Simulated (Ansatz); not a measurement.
This run works on a generated trial structure, not on a known crystal.

Input and command of a plane-wave DFT calculation in Ansatz:

```yaml
crystal:
  lattice:
    - [-2.0145869728, 3.0506450906, 4.0515891213]
    - [2.0145869728, -3.0506450906, 4.0515891213]
    - [2.0145869728, 3.0506450906, -4.0515891213]
  atoms:
    - { symbol: Zr, position: [0.6647902867, 0.4147902867, 0.25] }
    - { symbol: Zr, position: [0.3352097133, 0.5852097133, 0.75] }
    - { symbol: Si, position: [0.9119995384, 0.8550725553, 0.0569269831] }
    - { symbol: Si, position: [0.0880004616, 0.1449274447, 0.9430730169] }
    - { symbol: Si, position: [0.7018544277, 0.1449274447, 0.5569269831] }
    - { symbol: Si, position: [0.2981455723, 0.8550725553, 0.4430730169] }
basis:
  ecutwfc: 420
kpoints:
  mp_grid: { grid: [10, 10, 10] }
hamiltonian:
  xc: pbe
scf:
  occupations: { method: gaussian, width: 0.1 }
output:
  forces: true
  stress: true
  eigenvalues: true
relax:
  adjacent_minimum: "off"
  f_tol: 0.01
  max_steps: 80
  cell: { stress_tol: 0.05 }
```

```bash
ansatz run input.yaml --threads 1 --pin off --max-ram 2560MiB --backend cpu --events-out ev --progress --plain --runs-dir out
```

Processor: Arm Neoverse V2, 1 thread, on a host shared with other jobs.

Task: Estimate time, memory and problem size.

Result: About 100 s, peak memory 0.64 GiB. It solves 26 bands at 171 k points (after reduction by symmetry) with about 1945 plane waves (on the last cell), in 27 SCF iterations over 5 ionic steps.
